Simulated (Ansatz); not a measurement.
# TiH: the cost of one run

Computed with Ansatz 0.2.0 (DFT PBE, scalar-relativistic, plane waves, PAW, unless a step's input says otherwise).

## Step 1: The structure to begin with

Symmetry: P6mm, No. 183, hexagonal system. Conventional cell: a = 2.250 Å, b = 2.250 Å, c = 5.459 Å, α = 90.00°, β = 90.00°, γ = 120.00°. Ti (site symmetry 6mm) has 1 H at 2.24 Å and 6 Ti at 2.25 Å as nearest neighbours. H (site symmetry 6mm) is surrounded by 1 Ti at 2.24 Å and 6 H at 2.25 Å.

As a file:

```
CELL_PARAMETERS angstrom
2.25029 0.00000 0.00000
-1.12515 1.94881 0.00000
0.00000 0.00000 5.45894
ATOMIC_POSITIONS crystal
Ti 0.00000 0.00000 0.43384
H 0.00000 0.00000 0.84496
```

The cell is invented: random cell by space group and Wyckoff sites (P6mm, No. 183). The dimensions are guesses.

## Step 2: A first look at the guess

Contents of input.yaml:

```yaml
crystal:
  lattice:
    - [2.25029064, 0.0, 0.0]
    - [-1.12514532, 1.94880886, 0.0]
    - [0.0, 0.0, 5.45894473]
  atoms:
    - { symbol: Ti, position: [0.0, 0.0, 0.43384127] }
    - { symbol: H, position: [0.0, 0.0, 0.84496203] }
basis:
  ecutwfc: 420
kpoints:
  mp_grid: { grid: [12, 12, 4] }
hamiltonian:
  xc: pbe
scf:
  occupations: { method: gaussian, width: 0.1 }
  lower_state_search: "off"
output:
  forces: true
  stress: true
  eigenvalues: true
```

On the command line:

```console
> ansatz run input.yaml --threads 1 --pin off --max-ram 2560MiB --backend cpu --events-out ev --progress --plain --runs-dir out
```

**Question.** How long does this run take on 1 thread of Intel Xeon Platinum 8488C (Sapphire Rapids), shared host, and how much memory does it need?

About 1.4 s, with a peak of 0.34 GiB.
